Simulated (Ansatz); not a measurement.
# Ag (Im-3m) in Ansatz: convergence with k mesh

Aim: find how far k mesh must go before the results for Ag settle, at PBE. This setting moves, with any that are tied to it; all else stays.

Everything below comes from runs of Ansatz 0.2.0. Logs are shortened: lines on timing, memory, paths and dates and some standing lists are left out, and cuts for length are marked.

**1. The structure**

It takes space group Im-3m (No. 229, cubic). Conventional cell: a = 3.311 Å, b = 3.311 Å, c = 3.311 Å, α = 90.00°, β = 90.00°, γ = 90.00°. Around Ag (site symmetry m-3m) lie 8 Ag at 2.87 Å.

This isn't the form of Ag at room conditions, which is fcc.

**2. With k mesh 3 × 3 × 3**

File input.yaml:

```yaml
crystal:
  lattice:
    - [-1.655654, 1.655654, 1.655654]
    - [1.655654, -1.655654, 1.655654]
    - [1.655654, 1.655654, -1.655654]
  atoms:
    - { symbol: Ag, position: [0.0, 0.0, 0.0] }
hamiltonian:
  xc: pbe
  pseudopotentials: { kind: nc, source: spms }
kpoints:
  mp_grid: { grid: [3, 3, 3] }
scf:
  occupations: { method: fermi_dirac, width: 0.1 }
output:
  forces: true
  stress: true
  eigenvalues: true
```

Potentials or basis: SPMS NC.

The run is started by

```
ansatz run input.yaml --threads 2 --pin off --max-ram 5632MiB --backend cpu --events-out ev --progress --plain --runs-dir out
```

Run time: 0.87 s. Hardware: 2 threads of Intel Xeon at 2.50GHz (Skylake/Cascade Lake), shared host; peak memory 0.24 GiB.

Results:

```
Free energy            : -4048.0429 eV
Pressure               : -4.2 GPa
Band gap on the k mesh : none (metal or under the smearing width)
```

**3. With k mesh 4 × 4 × 4**

input.yaml, as its differences from that of step 2:

```diff
@@ -11,3 +11,3 @@
 kpoints:
-  mp_grid: { grid: [3, 3, 3] }
+  mp_grid: { grid: [4, 4, 4] }
 scf:
```

Potentials or basis: SPMS NC.

The run is started by

```
ansatz run input.yaml --threads 2 --pin off --max-ram 5632MiB --backend cpu --events-out ev --progress --plain --runs-dir out
```

Wall time 0.71 s (2 threads of Intel Xeon at 2.50GHz (Skylake/Cascade Lake), shared host); peak memory 0.24 GiB.

What came out:

```
Free energy            : -4047.4361 eV
Pressure               : -0.4 GPa
Band gap on the k mesh : none (metal or under the smearing width)
```

**4. With k mesh 5 × 5 × 5**

input.yaml, as its differences from that of step 3:

```diff
@@ -11,3 +11,3 @@
 kpoints:
-  mp_grid: { grid: [4, 4, 4] }
+  mp_grid: { grid: [5, 5, 5] }
 scf:
```

The run is started by

```
ansatz run input.yaml --threads 2 --pin off --max-ram 5632MiB --backend cpu --events-out ev --progress --plain --runs-dir out
```

Run time: 0.79 s. Hardware: 2 threads of Intel Xeon at 2.50GHz (Skylake/Cascade Lake), shared host; peak memory 0.24 GiB.

Results:

* Free energy: -4047.7113 eV
* Pressure: -1.2 GPa
* Band gap on the k mesh: none (metal or under the smearing width)

**5. With k mesh 6 × 6 × 6**

input.yaml, as its differences from that of step 4:

```diff
@@ -11,3 +11,3 @@
 kpoints:
-  mp_grid: { grid: [5, 5, 5] }
+  mp_grid: { grid: [6, 6, 6] }
 scf:
```

The run is started by

```
ansatz run input.yaml --threads 2 --pin off --max-ram 5632MiB --backend cpu --events-out ev --progress --plain --runs-dir out
```

Wall time 0.76 s (2 threads of Intel Xeon at 2.50GHz (Skylake/Cascade Lake), shared host); peak memory 0.24 GiB.

What came out:

```
Free energy            : -4047.6081 eV
Pressure               : -0.4 GPa
Band gap on the k mesh : none (metal or under the smearing width)
```

**6. With k mesh 8 × 8 × 8**

input.yaml, as its differences from that of step 5:

```diff
@@ -11,3 +11,3 @@
 kpoints:
-  mp_grid: { grid: [6, 6, 6] }
+  mp_grid: { grid: [8, 8, 8] }
 scf:
```

Potentials or basis: SPMS NC.

The run is started by

```
ansatz run input.yaml --threads 2 --pin off --max-ram 5632MiB --backend cpu --events-out ev --progress --plain --runs-dir out
```

Run time: 1.2 s. Hardware: 2 threads of Intel Xeon at 2.50GHz (Skylake/Cascade Lake), shared host; peak memory 0.25 GiB.

It converged, with:

- Free energy: -4047.6441 eV
- Pressure: -0.5 GPa
- Band gap on the k mesh: none (metal or under the smearing width)

**7. With k mesh 10 × 10 × 10**

input.yaml, as its differences from that of step 6:

```diff
@@ -11,3 +11,3 @@
 kpoints:
-  mp_grid: { grid: [8, 8, 8] }
+  mp_grid: { grid: [10, 10, 10] }
 scf:
```

The run is started by

```
ansatz run input.yaml --threads 2 --pin off --max-ram 5632MiB --backend cpu --events-out ev --progress --plain --runs-dir out
```

Run time: 1.3 s. Hardware: 2 threads of Intel Xeon at 2.50GHz (Skylake/Cascade Lake), shared host; peak memory 0.26 GiB.

Results (log left out):

```
Free energy            : -4047.6603 eV
Pressure               : -0.5 GPa
Band gap on the k mesh : none (metal or under the smearing width)
```

**8. With k mesh 13 × 13 × 13**

input.yaml, as its differences from that of step 7:

```diff
@@ -11,3 +11,3 @@
 kpoints:
-  mp_grid: { grid: [10, 10, 10] }
+  mp_grid: { grid: [13, 13, 13] }
 scf:
```

The run is started by

```
ansatz run input.yaml --threads 2 --pin off --max-ram 5632MiB --backend cpu --events-out ev --progress --plain --runs-dir out
```

Run time: 1.9 s. Hardware: 2 threads of Intel Xeon at 2.50GHz (Skylake/Cascade Lake), shared host; peak memory 0.27 GiB.

It converged, with:

```yaml
Free_energy: -4047.6875 eV
Pressure: -0.8 GPa
Band_gap_on_the_k_mesh: none (metal or under the smearing width)
```

**9. With k mesh 15 × 15 × 15**

input.yaml, as its differences from that of step 8:

```diff
@@ -11,3 +11,3 @@
 kpoints:
-  mp_grid: { grid: [13, 13, 13] }
+  mp_grid: { grid: [15, 15, 15] }
 scf:
```

Potentials or basis: SPMS NC.

The run is started by

```
ansatz run input.yaml --threads 2 --pin off --max-ram 5632MiB --backend cpu --events-out ev --progress --plain --runs-dir out
```

Wall time 2.3 s (2 threads of Intel Xeon at 2.50GHz (Skylake/Cascade Lake), shared host); peak memory 0.28 GiB.

It converged, with:

* Free energy: -4047.6859 eV
* Pressure: -0.8 GPa
* Band gap on the k mesh: none (metal or under the smearing width)

**10. With k mesh 18 × 18 × 18**

input.yaml, as its differences from that of step 9:

```diff
@@ -11,3 +11,3 @@
 kpoints:
-  mp_grid: { grid: [15, 15, 15] }
+  mp_grid: { grid: [18, 18, 18] }
 scf:
```

Potentials or basis: SPMS NC.

The run is started by

```
ansatz run input.yaml --threads 2 --pin off --max-ram 5632MiB --backend cpu --events-out ev --progress --plain --runs-dir out
```

The program printed:

```text
Warning: RAYON_NUM_THREADS=2 ignored (pool sized by the plan → 2); use --threads N
Engine: ansatz 0.2.0, x86_64-unknown-linux-gnu
Pseudopotentials: kind: nc
Pseudopotential: Ag, nc, valence charge 19, recommended cutoff 598.650497411736 eV (normal), Ag.nc.azcp
Functional definition: PBE
  parameter kappa = 0.804
  parameter beta = 0.06672455060314922
  exchange = pbe_x(kappa = kappa, mu = beta*pi^2/3)
  correlation = pbe_c(beta = beta)
Crystal: 1 atoms, lattice volume = 18.154 Å³
Basis set: ecut = 598.650497411736 eV, 603 PW (Γ), exchange–correlation on 48×48×48 points (8 copies of the dense FFT grid, shifted against one another)
Bands: 14, of which v1, the nominal top of the filled ones, is band 10 counted from 1 (9 counted from 0)
Symmetry: 48 space group operations
Space group: Im-3m (ITA 229), of the structure as read, at distance tolerance 2.6e-5 Å
k-points: 195 of 5832
Non-local potential: Ag, projectors of the file, l = 0: 2, l = 1: 2, l = 2: 2
Initial density: superposition of atomic densities (chi_scale 0.1, normalization cell)
Initial wavefunctions: pseudopotential atomic-orbital guess
Functional: x = pbe(κ = 0.804, μ = 0.2195149727645171), c = pbe(β = 0.06672455060314922)
SCF iter   1: F=—  HF=-4047.878353 eV  |F-HF|=—  |Δ(HF+E_count)|=         —  Δρ=6.04e-2  dr2=6.65e-1  ethr=3.10e-3  ⟨swp⟩=5.6  Hψ=16385  notcnv=0
preconditioner: auto → Kerker (q_TF=auto, 2.749 Å⁻¹)  [metal: Δε(μ)=0.065 eV  Ē_g=15.337 eV  σ=0.100 eV  W_gap=0.16  n_scr=12 (ndim 8)  ℏωp=28.9 eV  f_vac=0.000  D(μ)=0.45/eV (n_scr^D=0)]
SCF iter   2: F=—  HF=-4047.705186 eV  |F-HF|=—  |Δ(HF+E_count)|=   1.73e-1  Δρ=2.48e-2  dr2=1.15e-1  ethr=3.10e-3  ⟨swp⟩=2.0  Hψ=5056  notcnv=0  defer=25
SCF iter   3: F=—  HF=-4047.678820 eV  |F-HF|=—  |Δ(HF+E_count)|=   2.64e-2  Δρ=7.80e-3  dr2=5.82e-3  ethr=6.07e-4  ⟨swp⟩=2.4  Hψ=4394  notcnv=0  defer=34
SCF iter   4: F=—  HF=-4047.679892 eV  |F-HF|=—  |Δ(HF+E_count)|=   1.07e-3  Δρ=1.91e-3  dr2=1.40e-4  ethr=3.06e-5  ⟨swp⟩=2.2  Hψ=4702  notcnv=0  defer=34
SCF iter   5: F=—  HF=-4047.679914 eV  |F-HF|=—  |Δ(HF+E_count)|=   2.18e-5  Δρ=3.52e-4  dr2=1.04e-5  ethr=7.37e-7  ⟨swp⟩=2.7  Hψ=4462  notcnv=0  defer=34
SCF iter   6: F=—  HF=-4047.679786 eV  |F-HF|=—  |Δ(HF+E_count)|=   1.27e-4  Δρ=7.85e-5  dr2=5.77e-7  ethr=5.50e-8  ⟨swp⟩=2.1  Hψ=3476  notcnv=0  defer=34
SCF iter   7: F=-4047.679787 eV  HF=-4047.679787 eV  |F-HF|=3.77e-9  |Δ(HF+E_count)|=   5.20e-7  Δρ=1.00e-5  dr2=9.03e-9  ethr=5.26e-10  ⟨swp⟩=8.1  Hψ=15009  notcnv=0
SCF 1 converged in 7 iterations: F = -4047.679787 eV  dr2 = 9.03e-9
SCF converged after 7 iterations
Free energy (F): -4047.679787 eV
Harris-Foulkes:  -4047.679787 eV  (|F-HF|=3.77e-9)
Internal energy: -4047.667148 eV  (E = F + TS)
E sigma→0 (E₀):  -4047.673468 eV
Entropy (-TS):   -0.012639 eV (-12.639 meV/atom)
Fermi energy:    16.914489 eV
--- Per-component energies (eV) ---
  E_band       = -239.656700
  E_kinetic    = 1266.665545
  E_local      = -2747.360074  (includes V_loc(G=0)·N_el)
  E_nonlocal   = -24.543542
  E_hartree    = 885.138053
  E_xc         = -571.033488
  E_vxc        = -504.692776  (∫ρ·V_xc dr)
  E_ewald      = -2856.533643
  E_smearing   = -0.012639  (= −TS)
  E_closure    = -0.000000  (closes the sum)
  Σ components = -4047.679787   (vs F -4047.679787, Δ=0.00e0)
--- Forces (eV/Å), atoms counted from 1 ---
  atom   1  Ag    -0.00000000     0.00000000     0.00000000
  max |Σ_I F_I| component: 5.92e-31 eV/Å
--- Stress (GPa, compression-positive) ---
       -0.667914      -0.000000       0.000000
       -0.000000      -0.667914       0.000000
        0.000000      -0.000000      -0.667914
  P = ⅓ Tr σ = -0.6679 GPa (-6.679 kbar)
--- Band table (eV; the first three rows and the last of 195) ---
  k-point 0: bands = ["-74.9015", "-38.3341", "-38.3341", "-38.3341", "9.5383", "12.2244", "12.2244", "12.2244", "13.4390", "13.4390", "34.7674", "34.7674", "34.7674", "40.0275"]
  k-point 1: bands = ["-74.9011", "-38.3381", "-38.3356", "-38.3341", "9.6359", "12.2016", "12.2283", "12.2780", "13.4139", "13.4406", "34.4641", "34.7244", "34.8168", "38.8030"]
  k-point 2: bands = ["-74.8998", "-38.3497", "-38.3398", "-38.3339", "9.9185", "12.1364", "12.2420", "12.4349", "13.3520", "13.4458", "33.4288", "34.4495", "34.9550", "37.6661"]
  k-point 194: bands = ["-74.8758", "-38.4361", "-38.4361", "-38.4361", "10.9314", "10.9314", "14.1275", "14.1275", "14.1275", "23.6115", "23.6115", "23.6115", "28.8421", "29.8349"]
```

Wall time 4 s (2 threads of Intel Xeon at 2.50GHz (Skylake/Cascade Lake), shared host); peak memory 0.31 GiB.

Results:

```yaml
Free_energy: -4047.6798 eV
Pressure: -0.7 GPa
Band_gap_on_the_k_mesh: none (metal or under the smearing width)
```

**11. Summary**

```tsv
k mesh	energy less the tightest run, at zero smearing (meV/atom)	pressure (GPa)	SCF cycles	CPU time (s)	peak memory (GiB)
3 × 3 × 3	-363.06	-4.24	6	0.57	0.24
4 × 4 × 4	267.42	-0.44	6	0.61	0.24
5 × 5 × 5	-25.89	-1.15	6	0.66	0.24
6 × 6 × 6	82.10	-0.39	6	0.84	0.24
8 × 8 × 8	41.58	-0.51	7	1.4	0.25
10 × 10 × 10	23.21	-0.48	7	1.8	0.26
13 × 13 × 13	-9.38	-0.82	7	3	0.27
15 × 15 × 15	-7.90	-0.81	7	3.9	0.28
18 × 18 × 18	0.00	-0.67	7	6.5	0.31
```

Not settled before the last step: the energy (to 1 meV/atom), the pressure (to 0.1 GPa). Meshes of other sizes hit other points, so gaps and Fermi surfaces needn't settle smoothly. The tightest run that finished is the yardstick and may itself not be fully converged.
